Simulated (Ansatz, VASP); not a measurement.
# Cross-check of Ga21P21H20 (GaP wire along [110], 42 atoms a period, H-terminated) between VASP and Ansatz, part 2 of 2

Aim: how closely do two programs agree when they are given the same cell, functional and k mesh? The structure shown is the end of the Ansatz relaxation below.

VASP 6.6.1 and Ansatz 0.2.0.

So far: The starting structure; Ansatz: relaxation, PBE.

## (3) VASP: single point, PBE

Level of this step: PBE; plane waves and PAW (P, H, Ga_d) (VASP).

The same cell, functional, mesh and smearing now go to VASP, with its own data sets.

Lines of VASP's logs that name or quote its potential files are left out, and so is its time.

Contents of INCAR:

```
SYSTEM = Ga21P21H20
PREC = Accurate
ENCUT = 500
EDIFF = 1E-06
NELM = 120
ISMEAR = -1
SIGMA = 0.05
LREAL = Auto
ALGO = Normal
GGA = PE
NBANDS = 248
LORBIT = 11
LWAVE = .FALSE.
LCHARG = .FALSE.
ISIF = 2
LASPH = .TRUE.
GGA_COMPAT = .FALSE.
EFERMI = MIDGAP
KPAR = 8
```

Contents of POSCAR:

```
Ga21P21H20
1.0
   23.6900000000      0.0000000000      0.0000000000
    0.0000000000     24.9650000000      0.0000000000
    0.0000000000      0.0000000000      3.9711258161
P H Ga
21 20 21
Direct
    0.1880778842      0.4196517981      0.0000000000
    0.4101175083      0.2652794971      0.0000000000
    0.4110428382      0.4214550145      0.0000000000
    0.6390058829      0.2708544772      0.0000000000
    0.6423442532      0.4235509568      0.0000000000
    0.2960241480      0.3420718516      0.5000000000
    0.2960241480      0.6579281484      0.5000000000
    0.2981368913      0.5000000000      0.5000000000
    0.5257643326      0.3450714446      0.5000000000
    0.5219741975      0.1915969820      0.5000000000
    0.5257643326      0.6549285554      0.5000000000
    0.5261179008      0.5000000000      0.5000000000
    0.5219741975      0.8084030180      0.5000000000
    0.7571170767      0.3506738738      0.5000000000
    0.7571170767      0.6493261262      0.5000000000
    0.7609505286      0.5000000000      0.5000000000
    0.1880778842      0.5803482019      0.0000000000
    0.4110428382      0.5785449855      0.0000000000
    0.4101175083      0.7347205029      0.0000000000
    0.6423442532      0.5764490432      0.0000000000
    0.6390058829      0.7291455228      0.0000000000
    0.1957959197      0.2882657336      0.0000000000
    0.4299132797      0.8680145010      0.0000000000
    0.6728130842      0.2236210922      0.0000000000
    0.8592300472      0.4209021811      0.1735981349
    0.8592300472      0.5790978189      0.1735981349
    0.1482264489      0.4235111113      0.2656138015
    0.1482264489      0.5764888887      0.2656138015
    0.3133192287      0.2112440139      0.5000000000
    0.3133192287      0.7887559861      0.5000000000
    0.5585602683      0.1462653113      0.5000000000
    0.5585602683      0.8537346887      0.5000000000
    0.7869657449      0.3010407189      0.5000000000
    0.7869657449      0.6989592811      0.5000000000
    0.1482264489      0.4235111113      0.7343861985
    0.1482264489      0.5764888887      0.7343861985
    0.8592300472      0.4209021811      0.8264018651
    0.8592300472      0.5790978189      0.8264018651
    0.1957959197      0.7117342664      0.0000000000
    0.4299132797      0.1319854990      0.0000000000
    0.6728130842      0.7763789078      0.0000000000
    0.2404889841      0.3341946023      0.0000000000
    0.2432034403      0.5000000000      0.0000000000
    0.4683873625      0.3422837838      0.0000000000
    0.4644488348      0.1852751431      0.0000000000
    0.4692432812      0.5000000000      0.0000000000
    0.7014918928      0.3469427568      0.0000000000
    0.7053377363      0.5000000000      0.0000000000
    0.3528172336      0.2615310244      0.5000000000
    0.3545387386      0.4193557615      0.5000000000
    0.3545387386      0.5806442385      0.5000000000
    0.3528172336      0.7384689756      0.5000000000
    0.5822691216      0.2670163195      0.5000000000
    0.5856318558      0.4225632330      0.5000000000
    0.5856318558      0.5774367670      0.5000000000
    0.5822691216      0.7329836805      0.5000000000
    0.8245762809      0.4251342748      0.5000000000
    0.8245762809      0.5748657252      0.5000000000
    0.2404889841      0.6658053977      0.0000000000
    0.4683873625      0.6577162162      0.0000000000
    0.4644488348      0.8147248569      0.0000000000
    0.7014918928      0.6530572432      0.0000000000
```

Contents of KPOINTS:

```
Automatic mesh
0
Gamma
1 1 21
0 0 0
```

PAW data sets: P, H and Ga_d (PBE family, release 64).

Run with:

```console
$ mpirun -np 8 vasp_std
```

Numbers of over 12 decimals in the logs are rounded to 6 here.

The log of the run:

```text
[banner, memory and clock lines left out]
running    8 mpi-ranks, on    1 nodes
[...]
|                                                                             |
|           W    W    AA    RRRRR   N    N  II  N    N   GGGG   !!!           |
|           W    W   A  A   R    R  NN   N  II  NN   N  G    G  !!!           |
|           W    W  A    A  R    R  N N  N  II  N N  N  G       !!!           |
|           W WW W  AAAAAA  RRRRR   N  N N  II  N  N N  G  GGG   !            |
|           WW  WW  A    A  R   R   N   NN  II  N   NN  G    G                |
|           W    W  A    A  R    R  N    N  II  N    N   GGGG   !!!           |
|                                                                             |
|     For optimal performance we recommend to set                             |
|       NCORE = 2 up to number-of-cores-per-socket                            |
|     NCORE specifies how many cores store one orbital (NPAR=cpu/NCORE).      |
|     This setting can greatly improve the performance of VASP for DFT.       |
|     The default, NCORE=1 might be grossly inefficient on modern             |
|     multi-core architectures or massively parallel machines. Do your        |
|     Unfortunately you need to use the default for GW and RPA                |
|     calculations (for HF NCORE is supported but not extensively tested      |
|     yet).                                                                   |
|                                                                             |

 LDA part: xc-table for (Slater+PW92), standard interpolation
 POSCAR, INCAR and KPOINTS ok, starting setup
[...]
entering main loop
       N       E                     dE             d eps       ncg     rms          rms(c)
DAV:   1     0.337935276188E+04    0.33794E+04   -0.16257E+05  5808   0.160E+03
DAV:   2     0.321261427992E+03   -0.30581E+04   -0.29183E+04  6632   0.394E+02
DAV:   3    -0.212489993750E+03   -0.53375E+03   -0.51861E+03  6728   0.171E+02
DAV:   4    -0.261972928049E+03   -0.49483E+02   -0.49016E+02  7064   0.469E+01
[...]
DAV:  29    -0.252676741473E+03   -0.22920E-05   -0.10211E-07  4360   0.837E-04    0.561E-04
DAV:  30    -0.252676742747E+03   -0.12743E-05   -0.65709E-08  4032   0.532E-04    0.779E-04
DAV:  31    -0.252676743575E+03   -0.82781E-06   -0.42099E-08  4016   0.500E-04
   1 F= -.25267674E+03 E0= -.25267293E+03  d E =-.762124E-02
```

OUTCAR, selected parts (step 3):

```text
  Total       -1.0952918     -0.6786955     -0.5002717      0.0000000      0.0000000      0.0000000
  in kB       -0.7471884     -0.4629939     -0.3412764      0.0000000      0.0000000      0.0000000
  external PRESSURE =      -0.5171529 kB  Pullay stress =       0.0000000 kB

 POSITION                                       TOTAL-FORCE (eV/Angst)
 -----------------------------------------------------------------------------------
      4.45557     10.47661      0.00000        -0.045328      0.013483     -0.000000
      9.71568      6.62270      0.00000         0.006672      0.003320     -0.000000
      9.73760     10.52162      0.00000        -0.004431     -0.003968     -0.000000
     15.13805      6.76188      0.00000         0.016239     -0.024696     -0.000000
     15.21714     10.57395      0.00000         0.001569      0.002520     -0.000000
      7.01281      8.53982      1.98556        -0.003178      0.001625     -0.000000
      7.01281     16.42518      1.98556        -0.003178     -0.001625     -0.000000
      7.06286     12.48250      1.98556         0.002627      0.000000     -0.000000
     12.45536      8.61471      1.98556         0.005609     -0.001693     -0.000000
     12.36557      4.78322      1.98556         0.023453     -0.019387     -0.000000
     12.45536     16.35029      1.98556         0.005609      0.001693     -0.000000
     12.46373     12.48250      1.98556         0.001426      0.000000     -0.000000
     12.36557     20.18178      1.98556         0.023453      0.019387     -0.000000
     17.93610      8.75457      1.98556         0.006084     -0.028122     -0.000000
[...]
-----------------------------------------------------------------------------------
    total drift:                               -0.000094      0.000000     -0.000018

  FREE ENERGIE OF THE ION-ELECTRON SYSTEM (eV)
  ---------------------------------------------------
  free  energy   TOTEN  =      -252.6767435749 eV

  energy  without entropy=     -252.6691223299  energy(sigma->0) =     -252.67293295

[... 2 further parts left out ...]
```

## (4) Differences

Known differences besides the potentials themselves: the cutoff is 420 eV in Ansatz and 500 eV in VASP (PREC = Accurate, projectors in real space); Ansatz's pressure holds a Pulay correction, VASP's none. Total energies have different zeros and are not compared.

The two programs side by side:

| quantity | Ansatz | VASP | difference |
| --- | --- | --- | --- |
| pressure (GPa) | -0.01 | -0.05 | +0.05 |
| gap on the k mesh (eV) | 0.146 | 0.147 | -0.001 |

At this near-relaxed geometry the largest component of a force difference is 46 meV/Å. A gap on the mesh is an upper bound, since the band edges may lie between its points.

## (5) Outcome

| Item | Value |
| --- | --- |
| r.m.s. force difference (single point, PBE) | 13 meV/Å |

In words: The r.m.s. force difference is 13 meV/Å (single point, PBE), beyond the 12 meV/Å picked in this series as the mark of a large difference. What causes the difference of the single point, PBE pair stays open here. How closely two codes agree says nothing of how well the functional describes the real material.

[Lines on the potential files, build, host, timing and source positions are cut from VASP's logs without a mark.]

[Logs are printed without paths, hosts, clocks, repeated set-up lines and the standing remarks that a program may print on its own settings, such as how far it seeks lower states.]

[Hosts, paths, dates, database ids (printed as entryN), source tags and the programs' standing remarks are cut or masked in the printed files.]
